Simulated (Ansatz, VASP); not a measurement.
One calculation of TiB2, two programs

```
Ti B
1.0
     0.00000    2.47434    2.47434
     2.47434    0.00000    2.47434
     2.47434    2.47434    0.00000
Ti B
1 2
Direct
  0.50000 0.50000 0.50000
  0.25000 0.25000 0.25000
  0.75000 0.75000 0.75000
```

Alike in both runs: task relaxation of cell and atoms; functional PBE; k mesh 6 × 6 × 6; occupations gaussian, width 0.1 eV; no spin polarisation.

|  | VASP | Ansatz |
| --- | --- | --- |
| version | VASP 6.6.1 | Ansatz 0.2.0 |
| potentials or method | VASP PAW PBE potentials, release 64 (Ti_sv, B) | scalar-relativistic, plane waves, PAW |
| plane-wave cutoff (eV) | 600 | 420 |
| valence electrons in the cell | 18 | 18 |

|  | VASP | Ansatz | Ansatz less VASP |
| --- | --- | --- | --- |
| gap on the k mesh at the Fermi level, each at its own relaxed structure (eV) | none | none | - |
| relaxed volume (Å³/atom) | 10.97 | 10.97 | -0.002 |
| relaxed cell length with the largest relative difference (Å) | 3.598 | 3.597 | -0.0002 |
| energy change over the relaxation (meV/atom) | -37 | -38 | -0.8 |

A gap of «none» marks a metal or a gap that the smearing closes.

Caveats: the k mesh is coarse (spacing up to 0.37 Å⁻¹), so the values aren't converged.
